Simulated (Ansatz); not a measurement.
Runs of Ansatz 0.2.0 on Pt. Symmetry: P6_3/mmc, No. 194, hexagonal system. Conventional cell: a = 2.761 Å, b = 2.761 Å, c = 4.792 Å, α = 90.00°, β = 90.00°, γ = 120.00°. Pt (site symmetry -6m2) is surrounded by 12 Pt at 2.76 to 2.88 Å. This isn't the form of Pt at room conditions, which is fcc.

```csv
task,level,potentials or basis,spin,k mesh,cutoff (eV),basis error allowed,pressure (GPa),V0 of scaled cells (Å³/atom),B0 (GPa)
band structure,PBEsol,"all-electron LAPW, non-relativistic",off,11 × 11 × 6,273,0.001 eV/atom,(a),-,-
band structure,PBEsol,"all-electron LAPW, relativistic spinors","SOC, no magnetisation",8 × 8 × 4,273,0.001 eV/atom,-10.2,-,-
equation of state,PBEsol,"all-electron LAPW, scalar-relativistic",off,11 × 11 × 6,-,0.0005 eV/atom,-,15.16,281
equation of state,PBEsol,"all-electron LAPW, scalar-relativistic",off,11 × 11 × 6,-,0.001 eV/atom,-,15.16,281
band structure,PBEsol,"all-electron LAPW, inner shells corrected to Dirac's equation",off,11 × 11 × 6,273,0.001 eV/atom,-10.5,-,-
band structure,LDA,"all-electron LAPW, scalar-relativistic",off,11 × 11 × 6,273,0.001 eV/atom,-15.6,-,-
band structure,PBEsol,"all-electron LAPW, scalar-relativistic",off,8 × 8 × 4,273,0.001 eV/atom,-10.5,-,-
band structure,PBEsol,all-electron PAW datasets made for the crystal,off,11 × 11 × 6,260,-,-10.7,-,-
single point,PBEsol,"all-electron LAPW, scalar-relativistic",off,11 × 11 × 6,273,0.001 eV/atom,-10.7,-,-
```

Alike in all rows: cell as given; smearing fermi-dirac 0.05 eV.

Problem. Fill in the values left out.

Solution. (a) 20.8.

Caveats: the k mesh is thin for a metal, which can move the energy by tens of meV per atom (some runs); the cell was scaled at fixed shape and fractional positions, which overstates the stiffness of a crystal with free parameters, most of all of layers and chains (some runs); relativity is left out, which matters for the heavier elements (some runs).

Not every run made on this cell is shown here.
